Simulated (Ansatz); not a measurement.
Cohesive energies along group 16

Computed with DFT, HSE06, plane waves (420 eV) with PAW, scalar-relativistic in Ansatz 0.2.0. (PAW data from PBE, frozen cores regenerated.)

The free atom is spin-polarised, without symmetry, in a box of 14 × 14.4 × 14.8 Å, in the lowest state that the tried spin starts reached (hybrids start from one state alone); no zero-point energy, no spin-orbit coupling, no dispersion.

The hybrid is evaluated at the semilocal geometry on a coarser k-mesh, and its energy is corrected by the semilocal functional's change from that mesh to the dense one.

(1) Rank by cohesive energy per atom, weakest first.
A. tellurium (trigonal tellurium)
B. sulfur (alpha-S8 (Fddd))
C. selenium (trigonal (grey) selenium)

Results:

(1) A (2.17 eV), C (2.38 eV), B (2.85 eV).
